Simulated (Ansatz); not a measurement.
# CoSi2 (fluorite type): the cost of one run

Program: Ansatz 0.2.0. Level of theory: DFT PBE, with the methods named in each step. These are calculated values, not measurements.

### 1 The system as given

Symmetry: Fm-3m, No. 225, cubic system. The conventional cell has a = 5.294 Å, b = 5.294 Å, c = 5.294 Å, α = 90.00°, β = 90.00°, γ = 90.00°. Co (site symmetry m-3m) has 8 Si at 2.29 Å in its first shell of neighbours. Around Si (site symmetry -43m) lie 4 Co at 2.29 Å.

Coordinates:

```
CELL_PARAMETERS angstrom
0.00000 2.64703 2.64703
2.64703 0.00000 2.64703
2.64703 2.64703 0.00000
ATOMIC_POSITIONS crystal
Co 0.00000 0.00000 0.00000
Si 0.25000 0.25000 0.25000
Si 0.75000 0.75000 0.75000
```

Atoms are numbered in the order of the input: Co1, Si2, Si3.

### 2 Cell relaxed at zero pressure, PAW

input.yaml reads:

```yaml
crystal:
  lattice:
    - [0.0, 2.647034466, 2.647034466]
    - [2.647034466, 0.0, 2.647034466]
    - [2.647034466, 2.647034466, 0.0]
  atoms:
    - { symbol: Co, position: [0.0, 0.0, 0.0] }
    - { symbol: Si, position: [0.25, 0.25, 0.25] }
    - { symbol: Si, position: [0.75, 0.75, 0.75] }
kpoints:
  mp_grid: { grid: [11, 11, 11] }
scf:
  occupations: { method: fermi_dirac, width: 0.1 }
hamiltonian:
  xc: pbe
  pseudopotentials: { kind: paw }
output:
  forces: true
  stress: true
relax:
  f_tol: 0.005
  max_steps: 40
  cell: {}
```

Command:

```bash
> ansatz run input.yaml --threads 2 --pin off --max-ram 5120MiB --backend cpu --events-out ev --progress --plain --runs-dir out
```

**Question.** How long does this run take on 2 threads of Intel Xeon at 2.50GHz (Skylake/Cascade Lake), shared host, and how much memory does it need?

About 12 s, with a peak of 0.38 GiB.
